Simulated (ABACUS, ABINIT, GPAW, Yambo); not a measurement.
C: band gap by level of theory

**What was measured.** The band gap of C (Fd-3m) is reported as 5.5 eV (arxiv:1902.02958). The runs below try to reproduce it.

It takes space group Fd-3m (No. 227, cubic). Conventional cell: a = 3.567 Å, b = 3.567 Å, c = 3.567 Å, α = 90.00°, β = 90.00°, γ = 90.00°. C (site symmetry -43m) is surrounded by 4 C at 1.54 Å.

| rung | level | program and potentials | cutoff (eV) | k mesh | task | core time | chip | band gap (eV) | miss (eV) | notes |
| --- | --- | --- | --- | --- | --- | --- | --- | --- | --- | --- |
| Hartree-Fock | Hartree-Fock on PBE | Yambo, PseudoDojo 0.4.1 SR PBE standard | 1116 | 6 × 6 × 6 | Hartree-Fock levels | 0.77 s | Arm Neoverse V1 | 11.93 | +6.43 | coarse mesh |
| LDA | LDA | GPAW, the program's PAW data sets (release 1.2.1) made for this functional | 650 | 10 × 10 × 10 | single point | 2.3 s | AMD EPYC 9R45 Zen 5 | 4.14 | -1.36 | mesh may miss the edge |
| GGA | BP86 | ABACUS, PseudoDojo NC SR 0.4.1 PBE standard, plane waves | 1116 | 10 × 10 × 10 | single point | 7.4 s | Intel Xeon Platinum 8488C Sapphire Rapids | 4.28 | -1.22 | potentials made for PBE; mesh may miss the edge |
| GGA | AM05 | ABINIT, JTH PAW PBE v2.0 | 544 | 13 × 13 × 13 | band structure | 13 s | Arm Neoverse V1 | 4.01 | -1.49 | potentials made for PBE; from the band path |
| GGA | PBEint | GPAW, PAW data sets generated for this functional | 800 | 10 × 10 × 10 | band structure | 20 s | Arm Neoverse V1 | 3.97 | -1.53 | from the band path |
| GGA | PBE | ABINIT, PseudoDojo NC SR PBE v0.4.1 standard | 1116 | 13 × 13 × 13 | band structure | 26 s | Arm Neoverse V2 | 4.19 | -1.31 | from the band path |

Times are single runs on shared hosts and different chips, so they are rough; meshes, cutoffs and the tasks' sizes weigh on the time. All rows: no spin polarisation. Gaps are the least found on the k mesh or the band path, and a mesh can miss the band edges. The cell comes from a database and isn't always the measured one. Meshes differ between rows, which moves values too. All levels ran on this one cell, unrelaxed unless noted. Meshes are those of the run's cell of 2 atoms unless a note names another. Misses use the values as printed. Runs on faulty files, with rough fits or with known faults for this quantity aren't shown. No row holds spin-orbit coupling.

By rung: LDA 4.14; GGA 3.97 to 4.28; Hartree-Fock on coarse meshes 11.93 (eV). Measured: 5.5 eV (arxiv:1902.02958). Closest, coarse meshes and atomic bases left aside, is BP86 (-1.22 eV), and PBE misses by -1.31 eV on plain settings. LDA and GGA gaps fall short mostly because these functionals lack the derivative discontinuity; the runs are for a static lattice, while measurements hold temperature and zero-point motion.

The semilocal functionals all place the gap of diamond well below experiment, while Hartree-Fock overshoots to more than twice the measured value. The gap separates bonding from antibonding states of the sp³ network, and its large size reflects the strong overlap across short C–C bonds. Bare exchange pulls the filled bonding states down strongly, with no electronic screening to weaken it and no correlation to stabilise an added electron or hole. This explains an overshoot far too large to blame on sampling alone.

Among the semilocal results, the spread is small beside the shared shortfall, so changing the gradient correction doesn't cure the error. BP86's narrow lead over PBE is no evidence of a better functional, since a missed band edge can only widen the apparent gap. Lattice vibrations are known to narrow diamond's gap appreciably, even at zero temperature. Against a static-lattice reference, the semilocal shortfalls would therefore be larger than those listed, and the Hartree-Fock excess somewhat smaller.
